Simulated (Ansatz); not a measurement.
Cu Kα1 powder pattern (kinematic, no thermal factors).
2θ (°) (relative intensity): 16.06 (46), 18.48 (100), 24.58 (9), 27.36 (17), 31.92 (25), 32.44 (16), 34.47 (24), 35.89 (10), 37.59 (12), 39.58 (14), 41.00 (25), 41.72 (18), 45.07 (6), 48.90 (2), 49.54 (4), 50.38 (15), 51.08 (6), 53.32 (1), 53.73 (1), 53.82 (15), 54.59 (3), 55.64 (12), 56.45 (4), 57.60 (5), 58.30 (2), 61.53 (6), 61.83 (6), 62.58 (3), 63.73 (5), 64.18 (3), 64.27 (4), 64.95 (3), 65.16 (8), 65.90 (4), 67.21 (3), 67.51 (3), 67.63 (11), 67.68 (1), 67.92 (2), 68.92 (4), 70.33 (4), 71.98 (3), 73.86 (1), 76.08 (1), 76.91 (4), 77.68 (2), 79.60 (2), 79.94 (4), 80.24 (2), 80.53 (2), 80.70 (3), 83.59 (1), 85.90 (2), 86.89 (2), 87.45 (2), 87.47 (2), 88.08 (1), 88.58 (1), 88.93 (2)

The pattern is computed from a structure relaxed with DFT PBE, scalar-relativistic, plane waves, PAW in Ansatz. No spin polarisation. Its elements are Al, N.

Give the structure.

AlN.
Space group C2 (No. 5). a = 3.422 Å, b = 11.031 Å, c = 4.814 Å, α = 90.00°, β = 94.82°, γ = 90.00°
```csv
atom,site,symmetry,x,y,z
Al,4c,1,0.1704,0.5254,0.7641
Al,2b,2,0.0000,0.8154,0.5000
N,2b,2,0.0000,0.6500,0.5000
N,2b,2,0.5000,0.5943,0.5000
N,2b,2,0.5000,0.8894,0.5000
```

A pattern alone doesn't exclude other cells with like lines; this is the one computed.

Another cell of AlN relaxed alike, in P3m1, lies 1.49 eV/atom lower, so this cell isn't the stable form at this level.

The structure comes from a generated guess; another structure or a mixture of phases may lie lower.
